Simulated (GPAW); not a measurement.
# TiAl (P-6m2) in GPAW: convergence with plane-wave cutoff (eV)

Aim: find how far plane-wave cutoff (eV) must go before the results for TiAl settle, at PBE. This setting moves, with any that are tied to it; all else stays.

Program: GPAW 26.7.0. These are calculated values, not measurements. Logs are shortened: lines on timing, memory, paths and dates and some standing lists are left out, and cuts for length are marked. The log counts tension as positive stress, the text compression.

## Step 1: The crystal as given

The structure is hexagonal, space group P-6m2 (No. 187). Conventional cell: a = 2.867 Å, b = 2.867 Å, c = 4.678 Å, α = 90.00°, β = 90.00°, γ = 120.00°. Around Ti (site symmetry -6m2) lie 6 Al at 2.87 Å and 6 Ti at 2.87 Å. Around Al (site symmetry -6m2) lie 6 Ti at 2.87 Å and 6 Al at 2.87 Å.

The cell comes from a database or a generator and needn't be the stable form of this composition.

## Step 2: With plane-wave cutoff (eV) 200

Contents of run.py:

```python
from ase import Atoms
from ase.dft.bandgap import bandgap
from ase.io import write
from ase.units import GPa
from gpaw import GPAW, PW

atoms = Atoms(['Ti', 'Al'],
              cell=[[2.8672622327, 0.0, 0.0],
                    [-1.4336311163, 2.4831219328, 0.0],
                    [0.0, 0.0, 4.678083]],
              scaled_positions=[[0.0, 0.0, 0.0],
                                [0.3333333333, 0.6666666667, 0.5]],
              pbc=True)

calc = GPAW(mode=PW(200),
            xc='PBE',
            kpts={'size': (8, 8, 5), 'gamma': True},
            occupations={'name': 'fermi-dirac', 'width': 0.05},
            nbands=17,
            convergence={'density': 1e-05, 'energy': 1e-05},
            maxiter=100,
            txt='gpaw.txt')
atoms.calc = calc
energy = atoms.get_potential_energy()
forces = atoms.get_forces()
stress = atoms.get_stress()
calc.write('gs.gpw')
write('result.traj', atoms)
print(f'Energy: {energy:.6f} eV')
print('Forces (eV/A):')
print(forces.round(4))
print('Stress (GPa):', (stress / GPa).round(3))
print('Fermi level:', round(calc.get_fermi_level(), 4), 'eV')
print(f'Gap: {bandgap(calc)[0]:.4f} eV, direct: {bandgap(calc, direct=True)[0]:.4f} eV')
```

Potentials or basis: GPAW PAW data sets (gpaw-data 1.2.1), pw.

Launch:

```
$ OMP_NUM_THREADS=1 python run.py
```

Run time: 3.4 s. Hardware: 1 thread of Arm Neoverse V2, shared host; peak memory 0.12 GiB.

Results:

```
Free energy            : -10.0884 eV
Pressure               : -15.0 GPa
Band gap on the k mesh : none (metal or under the smearing width)
```

## Step 3: With plane-wave cutoff (eV) 250

Edit run.py of step 2 so:

```diff
@@ -14,3 +14,3 @@
 
-calc = GPAW(mode=PW(200),
+calc = GPAW(mode=PW(250),
             xc='PBE',
```

Potentials or basis: GPAW PAW data sets (gpaw-data 1.2.1), pw.

Launch:

```
$ OMP_NUM_THREADS=1 python run.py
```

It took 4.2 s on 1 thread of Arm Neoverse V2, shared host; peak memory 0.12 GiB.

What came out:

| Quantity | Value |
| --- | --- |
| Free energy | -10.5141 eV |
| Pressure | -0.6 GPa |
| Band gap on the k mesh | none (metal or under the smearing width) |

## Step 4: With plane-wave cutoff (eV) 300

Edit run.py of step 3 so:

```diff
@@ -14,3 +14,3 @@
 
-calc = GPAW(mode=PW(250),
+calc = GPAW(mode=PW(300),
             xc='PBE',
```

Launch:

```
$ OMP_NUM_THREADS=1 python run.py
```

Run time: 4.9 s. Hardware: 1 thread of Arm Neoverse V2, shared host; peak memory 0.12 GiB.

Results:

| Quantity | Value |
| --- | --- |
| Free energy | -10.6250 eV |
| Pressure | -2.0 GPa |
| Band gap on the k mesh | none (metal or under the smearing width) |

## Step 5: With plane-wave cutoff (eV) 350

Edit run.py of step 4 so:

```diff
@@ -14,3 +14,3 @@
 
-calc = GPAW(mode=PW(300),
+calc = GPAW(mode=PW(350),
             xc='PBE',
```

Launch:

```
$ OMP_NUM_THREADS=1 python run.py
```

Run time: 6.4 s. Hardware: 1 thread of Arm Neoverse V2, shared host; peak memory 0.13 GiB.

What came out:

| Property | Result |
| --- | --- |
| Free energy | -10.7619 eV |
| Pressure | -1.8 GPa |
| Band gap on the k mesh | none (metal or under the smearing width) |

## Step 6: With plane-wave cutoff (eV) 400

Edit run.py of step 5 so:

```diff
@@ -14,3 +14,3 @@
 
-calc = GPAW(mode=PW(350),
+calc = GPAW(mode=PW(400),
             xc='PBE',
```

Potentials or basis: GPAW PAW data sets (gpaw-data 1.2.1), pw.

Launch:

```
$ OMP_NUM_THREADS=1 python run.py
```

It took 6.7 s on 1 thread of Arm Neoverse V2, shared host; peak memory 0.13 GiB.

Results:

```yaml
Free_energy: -10.8423 eV
Pressure: -0.5 GPa
Band_gap_on_the_k_mesh: none (metal or under the smearing width)
```

## Step 7: With plane-wave cutoff (eV) 500

Edit run.py of step 6 so:

```diff
@@ -14,3 +14,3 @@
 
-calc = GPAW(mode=PW(400),
+calc = GPAW(mode=PW(500),
             xc='PBE',
```

Launch:

```
$ OMP_NUM_THREADS=1 python run.py
```

Run time: 7.8 s. Hardware: 1 thread of Arm Neoverse V2, shared host; peak memory 0.14 GiB.

It converged, with:

```yaml
Free_energy: -10.8784 eV
Pressure: 0.5 GPa
Band_gap_on_the_k_mesh: none (metal or under the smearing width)
```

## Step 8: With plane-wave cutoff (eV) 600

Edit run.py of step 7 so:

```diff
@@ -14,3 +14,3 @@
 
-calc = GPAW(mode=PW(500),
+calc = GPAW(mode=PW(600),
             xc='PBE',
```

Launch:

```
$ OMP_NUM_THREADS=1 python run.py
```

It took 12 s on 1 thread of Arm Neoverse V2, shared host; peak memory 0.14 GiB.

It converged, with:

```
Free energy            : -10.8997 eV
Pressure               : 0.2 GPa
Band gap on the k mesh : none (metal or under the smearing width)
```

## Step 9: With plane-wave cutoff (eV) 800

Edit run.py of step 8 so:

```diff
@@ -14,3 +14,3 @@
 
-calc = GPAW(mode=PW(600),
+calc = GPAW(mode=PW(800),
             xc='PBE',
```

Potentials or basis: GPAW PAW data sets (gpaw-data 1.2.1), pw.

Launch:

```
$ OMP_NUM_THREADS=1 python run.py
```

Run time: 13 s. Hardware: 1 thread of Arm Neoverse V2, shared host; peak memory 0.16 GiB.

Results (log left out):

* Free energy: -10.9357 eV
* Pressure: 0.5 GPa
* Band gap on the k mesh: none (metal or under the smearing width)

## Step 10: With plane-wave cutoff (eV) 1000

Edit run.py of step 9 so:

```diff
@@ -14,3 +14,3 @@
 
-calc = GPAW(mode=PW(800),
+calc = GPAW(mode=PW(1000),
             xc='PBE',
```

Potentials or basis: GPAW PAW data sets (gpaw-data 1.2.1), pw.

Launch:

```
$ OMP_NUM_THREADS=1 python run.py
```

gpaw.txt:

```text
__  _  _
 | _ |_)|_||  |
 |__||  | ||/\| - 26.7.0

Input parameters:
  mode=PW(ecut=1000.0),
  convergence={'density': 1e-05, 'energy': 1e-05},
  kpts=MonkhorstPack(size=(8, 8, 5), gamma=True),
  maxiter=100,
  nbands=17,
  occupations=Occupations(name='fermi-dirac', width=0.05),
  xc=XC(name='PBE')

Diagonalizing LCAO Hamiltonian
Converting LCAO to pw mode

        Al

       Ti

Atoms  # Å, Bohr magnetons
|   | symbol |         x |        y |        z |    initial magnetic moments |
|---|--------|-----------|----------|----------|-----------------------------|
| 0 |     Ti |  0.000000 | 0.000000 | 0.000000 | ( 0.0000,  0.0000,  0.0000) |
| 1 |     Al | -0.000000 | 1.655415 | 2.339041 | ( 0.0000,  0.0000,  0.0000) |

Unit cell  # Å
| periodic |         x |        y |        z |  lengths |     angles |
|----------|-----------|----------|----------|----------|------------|
|      yes |  2.867262 | 0.000000 | 0.000000 | 2.867262 |  90.000000 |
|      yes | -1.433631 | 2.483122 | 0.000000 | 2.867262 |  90.000000 |
|      yes |  0.000000 | 0.000000 | 4.678083 | 4.678083 | 120.000000 |

Number of symmetries: 12
Symmetry operations  # r_c * U_cc + t_c -> r_c
|    | kind |            matrix            |
|----|------|------------------------------|
|  0 |  σ   |  1, 1, 0,  0,-1, 0,  0, 0, 1 |
|  1 |  C2  |  1, 1, 0,  0,-1, 0,  0, 0,-1 |
|  2 |  E   |  1, 0, 0,  0, 1, 0,  0, 0, 1 |
|  3 |  σ   |  1, 0, 0,  0, 1, 0,  0, 0,-1 |
|  4 |  C3  |  0, 1, 0, -1,-1, 0,  0, 0, 1 |
|  5 |  S3  |  0, 1, 0, -1,-1, 0,  0, 0,-1 |
|  6 |  σ   |  0,-1, 0, -1, 0, 0,  0, 0, 1 |
|  7 |  C2  |  0,-1, 0, -1, 0, 0,  0, 0,-1 |
|  8 |  σ   | -1, 0, 0,  1, 1, 0,  0, 0, 1 |
|  9 |  C2  | -1, 0, 0,  1, 1, 0,  0, 0,-1 |
| 10 |  C3  | -1,-1, 0,  1, 0, 0,  0, 0, 1 |
| 11 |  S3  | -1,-1, 0,  1, 0, 0,  0, 0,-1 |

BZ-sampling:
  Number of BZ points: 320
  Number of IBZ points: 30

[... 96 lines left out ...]
  Converge bands: occupied
  niter=2

density mixing:
  MSR1-Mixer
  Pratt-step length: 0.05
  Maximum mixing coefficient: 0.75
  Old densities: 10
  SVD Regularization: 0.005
  Good broyden scale: 1.0
  Trust region scale: 1.0
  Backstep threshold: 4.0
  History deletion threshold: 6.0
  Fourier metric: weight=20.0, sigma=0.015

occupation numbers:
  Fermi-Dirac:
    width: 0.0500  # eV

poisson solver:
  ecut: 8000.0  # eV

xc functional:
  name: PBE with 2 nearest neighbor stencil

convergence criteria:
- Maximum integral of absolute [dens]ity change: 1e-05 electrons / valence electron
- Maximum [total energy] change in last 3 cyles: 1e-05 eV / valence electron
- Maximum integral of absolute [eigenst]ate change: 4e-08 eV^2 / valence electron
maximum number of iterations: 100

SCF iterations
|iter     | |      energy | eigst |  dens |
|---------|-|-------------|-------|-------|
|iter:   1| |  -11.185401 | +0.21 |       |
|iter:   2| |  -11.132795 | -2.19 | -1.14 |
|iter:   3| |  -10.926992 | -1.50 | -1.17 |
|iter:   4| |  -10.940391 | -2.84 | -1.73 |
|iter:   5| |  -10.928316 | -3.17 | -1.89 |
|iter:   6| |  -10.928512 | -3.73 | -2.17 |
|iter:   7| |  -10.928522 | -5.43 | -3.19 |
|iter:   8| |  -10.928525c| -6.64 | -3.71 |
|iter:   9| |  -10.928527c| -7.69c| -4.34 |
|iter:  10| |  -10.928527c| -9.13c| -5.34c|

Converged in 10 steps
Energy contributions relative to reference atoms: (reference = -29827.437547)

Energy contributions:
  Kinetic:          11.635523
  Coulomb:          -9.583824
  Zero:              0.002542
  External:          0.000000
  Xc:              -12.969418
  Entropy:          -0.026700
  Spinorbit:         0.000000
  ----------------------------
  Free energy:     -10.941876
  Extrapolated:    -10.928527

dipole moment: (-6.494939, -6.776558, -14.873444)  # |e|*Ang

Fermi level: 7.552
Eigenvalues  # (at kpt = [0.000, 0.000, 0.000])
| band index |      eig [eV] | occ [0-2] |
|------------|---------------|-----------|
|          0 |       -48.954 |     2.000 |
|          1 |       -25.302 |     2.000 |
|          2 |       -24.871 |     2.000 |
|          3 |       -24.871 |     2.000 |
|          4 |        -1.394 |     2.000 |
|          5 |         5.252 |     2.000 |
|          6 |         5.691 |     2.000 |
|          7 |         8.830 |     0.000 |
|          8 |         8.830 |     0.000 |
|          9 |        10.315 |     0.000 |
|         10 |        10.315 |     0.000 |
|         11 |        11.443 |     0.000 |
|         12 |        20.437 |     0.000 |
|         13 |        20.437 |     0.000 |
|         14 |        21.126 |     0.000 |
|        ... |               |           |
|         16 |        21.596 |     0.000 |

No gap
No difference between direct/indirect transitions

Forces  # eV/Ang
|       x |       y |       z |
|---------|---------|---------|
| 0.00000 | 0.00000 | 0.00000 |  # Ti   0
| 0.00000 | 0.00000 | 0.00000 |  # Al   1

Stress tensor  # eV/Ang^3
|         x |         y |        z |
|-----------|-----------|----------|
| -0.009296 |  0.000000 | 0.000000 |
|  0.000000 | -0.009296 | 0.000000 |
|  0.000000 |  0.000000 | 0.006063 |

# Writing to gs.gpw (mode='')
```

stdout:

```text
Energy: -10.928527 eV
Forces (eV/A):
[[0. 0. 0.]
 [0. 0. 0.]]
Stress (GPa): [-1.489 -1.489  0.971  0.     0.     0.   ]
Fermi level: 7.5522 eV
Gap: 0.0000 eV, direct: 0.0000 eV
```

Run time: 22 s. Hardware: 1 thread of Arm Neoverse V2, shared host; peak memory 0.17 GiB.

Results:

- Free energy: -10.9419 eV
- Pressure: 0.7 GPa
- Band gap on the k mesh: none (metal or under the smearing width)

## Step 11: The series at a glance

| plane-wave cutoff (eV) | energy less the tightest run, at zero smearing (meV/atom) | pressure (GPa) | SCF cycles | CPU time (s) | peak memory (GiB) |
| --- | --- | --- | --- | --- | --- |
| 200 | 426.53 | -14.97 | 10 | 3.4 | 0.12 |
| 250 | 213.82 | -0.63 | 10 | 4.2 | 0.12 |
| 300 | 158.43 | -2.03 | 10 | 4.9 | 0.12 |
| 350 | 89.97 | -1.84 | 10 | 6.4 | 0.13 |
| 400 | 49.76 | -0.46 | 10 | 6.7 | 0.13 |
| 500 | 31.72 | 0.46 | 10 | 7.8 | 0.14 |
| 600 | 21.09 | 0.20 | 10 | 12 | 0.14 |
| 800 | 3.07 | 0.49 | 10 | 13 | 0.16 |
| 1000 | 0.00 | 0.67 | 10 | 22 | 0.17 |

Not settled before the last step: the energy (to 1 meV/atom), the pressure (to 0.1 GPa). The tightest run that finished is the yardstick and may itself not be fully converged.
